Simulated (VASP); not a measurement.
A run of VASP 6.6.1 is set up as follows.

INCAR

```
SYSTEM = ZnH
ALGO     = Fast           ! electronic algorithm
EDIFF    = 1E-7           ! SCF threshold, eV
EDIFFG   = -0.01          ! ionic threshold
ENCUT    = 600            ! plane-wave cutoff, eV
IBRION   = 2              ! ionic algorithm
ISIF     = 3              ! what is computed and relaxed
ISMEAR   = -1             ! smearing method
LASPH    = .True.         ! aspherical terms in the spheres
LCHARG   = .False.        ! write CHGCAR
LREAL    = .False.        ! projectors in reciprocal space
LWAVE    = .False.        ! write WAVECAR
NELM     = 100            ! most SCF steps
NSW      = 40             ! ionic steps
PREC     = Accurate       ! precision mode
PSTRESS  = 20           
SIGMA    = 0.05           ! smearing width, eV
```

File KPOINTS:

```
k-points
0
Gamma
  10 10 10
  0 0 0
```

File POSCAR:

```
ZnH
1.0
    0.0000000000      2.3347076100      2.3347076100
    2.3347076100      0.0000000000      2.3347076100
    2.3347076100      2.3347076100      0.0000000000
Zn H
1 1
Direct
    0.0000000000      0.0000000000      0.0000000000
    0.2500000000      0.2500000000      0.2500000000
```

Potentials or basis: VASP PAW LDA potentials, release 64 (Zn, H).

The run is started by

```console
$ cat potpaw_LDA.64/Zn/POTCAR potpaw_LDA.64/H/POTCAR > POTCAR
$ mpirun -np 1 vasp_std > vasp.out
```

**Question.** Predict the relaxed cell.

**Answer.** a = 3.007 Å, b = 3.007 Å, c = 3.007 Å, α = 60.00°, β = 60.00°, γ = 60.00°.

**Question.** Predict the band gap on the k mesh.

**Answer.** None (metal or under the smearing width).

Step by step:
```tsv
step	energy change (eV)	largest force (eV/Å)	pressure (GPa)	volume (Å³)
1	0.0000	0.0000	-9.59	25.45
2	-0.1624	0.0000	-5.91	22.21
3	-0.2117	0.0000	-0.04	19.77
4	-0.2065	0.0000	2.53	19.08
5	-0.2084	0.0000	2.06	19.22
```

Caveat: the cell is relaxed towards a set pressure, so the enthalpy falls and the energy may rise; the volume moved by over 15 % at a fixed basis, so the end points are rough.
